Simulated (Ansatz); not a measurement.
Ansatz input file:

```yaml
crystal:
  lattice:
    - [3.1393032033, 0.0, 0.0]
    - [0.0, 3.1393032033, 0.0]
    - [0.0, 0.0, 25.6594677497]
  atoms:
    - { symbol: Ta, position: [0.5, 0.5, 0.3312617425] }
    - { symbol: C, position: [0.0, 0.0, 0.3312617425] }
    - { symbol: Ta, position: [0.0, 0.0, 0.417772601] }
    - { symbol: C, position: [0.5, 0.5, 0.417772601] }
    - { symbol: Ta, position: [0.5, 0.5, 0.501671806] }
    - { symbol: C, position: [0.0, 0.0, 0.5049817358] }
    - { symbol: Ta, position: [0.0, 0.0, 0.585028824] }
    - { symbol: C, position: [0.5, 0.5, 0.5919529002] }
    - { symbol: C, position: [0.5, 0.5, 0.6511902942] }
basis:
  ecutwfc: 420
kpoints:
  mp_grid: { grid: [9, 9, 1] }
hamiltonian:
  xc: pbesol
scf:
  occupations: { method: gaussian, width: 0.1 }
output:
  forces: true
  eigenvalues: true
  write_density: true
  write_potential: true
  elf: true
  volumetric_format: npy
relax:
  adjacent_minimum: "off"
  f_tol: 0.03
  max_steps: 70
  constraints: [{ sites: [0, 1, 2, 3] }]
efield:
  axis: 3
  dipole_correction: true
  ramp_width: 0.04
```

Run as
```bash
ansatz run input.yaml --threads 1 --pin off --max-ram 2560MiB --backend cpu --events-out ev --progress --plain --runs-dir out
```

These are results of DFT PBEsol, scalar-relativistic, plane waves, PAW (Ansatz), not measurements.

Part of what the program printed, abridged (final results; tables in files aren't shown):

```
WARN: The output density's exchange-correlation potential varies sharply where the density is thin. Do not read a vacuum level from v_tot or v_xc, or from such a field of the output density. On a cell that repeats whose density bears no net charge and no dipole along the vacuum's axis use v_es (v_loc + v_h of the components); under efield.dipole_correction with no amplitude use v_es + v_field, which holds any external_charges[].barrier, or the levels of the report's work_function block, which leave it out; under a non-zero efield.amplitude the vacuum is tilted and has no level; on a cell that repeats and bears such a dipole with no correction it is tilted too, and efield.dipole_correction wi ...
SCF converged after 6 iterations
Free energy (F): -40459.933560 eV
Harris-Foulkes:  -40459.933560 eV  (|F-HF|=2.42e-8)
Internal energy: -40459.911583 eV  (E = F + TS)
E sigma→0 (E₀):  -40459.922571 eV
Entropy (-TS):   -0.021978 eV (-2.442 meV/atom)
Fermi energy:    4.042171 eV
Dipole field:    D = -0.119316 V/Å  (p = -0.166745 e·Å, saw-weighted, corrected)
Work function:   Φ+ = 6.5079 eV   Φ− = 3.4463 eV
Levels:          The Fermi level and band energies are counted from a zero that moves with the ramp; work functions are not
--- Per-component energies (eV) ---
  E_band       = -1340.416757
  E_kinetic    = 1904.333688
  E_local      = -84530.630288  (includes V_loc(G=0)·N_el)
  E_nonlocal   = 202.441225
  E_hartree    = 41347.007744
  E_xc         = -1107.122975
  E_vxc        = -1112.656232  (∫ρ·V_xc dr)
  E_paw        = -33565.524480  (= ΣΔE_a)
  E_vpaw       = -493.746883  (= ΣTr[D̂ρ^β])
  E_aug_tail   = 0.000622  (compensation charges beyond the density's cutoff)
  E_efield     = 0.009948  (sawtooth field / dipole correction)
  E_vefield    = -4.188529  (∫n·V_field dr)
  E_ewald      = 35288.612845
  E_core_change = 0.960088  (= ΣΔE_core)
  E_smearing   = -0.021978  (= −TS)
--- Forces (eV/Å), atoms counted from 1 ---
  atom   1  Ta     0.00000000     0.00000000     2.88056051
  atom   2  C      0.00000000     0.00000000    -1.41859022
  atom   3  Ta     0.00000000     0.00000000    -0.03458493
  atom   4  C      0.00000000     0.00000000    -1.43168499
  atom   5  Ta     0.00000000     0.00000000     0.00513379
  atom   6  C      0.00000000     0.00000000    -0.00177565
  atom   7  Ta     0.00000000     0.00000000     0.00361962
  atom   8  C      0.00000000     0.00000000    -0.00111539
  atom   9  C      0.00000000     0.00000000    -0.00147552
--- Band table (eV; the first three rows and the last of 15) ---
  k-point 0: bands = ["-64.8307", "-64.5212", "-64.4853", "-64.3909", "-31.3948", "-31.2790", "-31.2668", "-31.2668", "-31.1119", "-31.0071", "-31.0071", "-30.8779", "-30.8042", "-30.8042", "-30.7597", "-30.7597", "-12.6271", "-10.0359", "-8.7426", "-8.2443", "-4.3320", "-1.2632", "-0.8655", "-0.1349", "0.2854", "0.5230", "0.5496", "0.5496", "1.3999", "1.8831", "2.0468", "2.0468", "2.2606", "2.2606", "2.3852", "2.5945", "2.5945", "4.0447", "4.0447", "4.6677", "5.0445", "5.1618", "5.1618", "5.3606", "6.0504"]
  k-point 1: bands = ["-64.8287", "-64.5182", "-64.4842", "-64.3893", "-31.3849", "-31.3152", "-31.2826", "-31.2602", "-31.1433", "-31.0152", "-30.9969", "-30.9207", "-30.8083", "-30.8057", "-30.7984", "-30.7581", "-12.4531", "-9.8126", "-8.5392", "-8.0457", "-4.3602", "-1.4920", "-0.9419", "-0.6733", "-0.2777", "0.0261", "0.2287", "0.6587", "1.3496", "1.3719", "1.6128", "1.6504", "1.7572", "2.2072", "2.5666", "2.9010", "3.0425", "3.3039", "3.9764", "4.6531", "4.6778", "5.3754", "5.9832", "6.4668", "6.8218"]
  k-point 2: bands = ["-64.8238", "-64.5104", "-64.4817", "-64.3852", "-31.4612", "-31.3302", "-31.3190", "-31.2437", "-31.2149", "-31.0456", "-31.0046", "-30.9701", "-30.9089", "-30.8256", "-30.7836", "-30.7548", "-11.9828", "-9.1856", "-7.9763", "-7.4976", "-4.4478", "-2.5345", "-1.6746", "-1.4051", "-0.9504", "-0.6303", "-0.3186", "0.1041", "0.2109", "0.3114", "0.5441", "1.0450", "1.0775", "3.0288", "3.3104", "3.4744", "3.4794", "3.9896", "4.3847", "4.8128", "4.8397", "5.8763", "6.4328", "6.8622", "7.2815"]
  k-point 14: bands = ["-64.7987", "-64.4766", "-64.4644", "-64.3619", "-31.5959", "-31.5932", "-31.3773", "-31.3715", "-31.1666", "-31.1368", "-31.1258", "-31.1208", "-31.0658", "-31.0371", "-31.0271", "-31.0025", "-11.7301", "-8.2117", "-7.8960", "-7.1986", "-3.3823", "-2.0192", "-1.7661", "-0.9399", "-0.8410", "-0.6225", "-0.4888", "-0.3149", "-0.2628", "0.2997", "0.6056", "1.5673", "1.9771", "2.1387", "2.2903", "3.0798", "3.1854", "5.2528", "5.2618", "6.5853", "6.7141", "7.5263", "7.5847", "7.9864", "8.1983"]
--- Relaxed structure (7 steps of the walk, 7 accepted, 0 SCFs on fresh bases) ---
  F+E_penalty+E_count = -40459.93356032 eV   max|allowed force component| = 5.134e-3 eV/Å
  atoms:
    - { symbol: Ta, position: [0.5, 0.5, 0.33126174] }
    - { symbol: C, position: [0.0, 0.0, 0.33126174] }
    - { symbol: Ta, position: [0.0, 0.0, 0.41777260] }
    - { symbol: C, position: [0.5, 0.5, 0.41777260] }
    - { symbol: Ta, position: [0.5, 0.5, 0.50362576] }
    - { symbol: C, position: [0.0, 0.0, 0.50716734] }
    - { symbol: Ta, position: [0.0, 0.0, 0.59943697] }
    - { symbol: C, position: [0.5, 0.5, 0.58432740] }
    - { symbol: C, position: [0.5, 0.5, 0.63857651] }
```

The relaxation met its thresholds.

It took 2.8 min on 1 thread of AMD EPYC 7R43 64-Core Processor (Zen 3), on a shared host, peak memory 0.53 GiB.

Spin-orbit coupling is left out, which matters for the bands of heavy elements.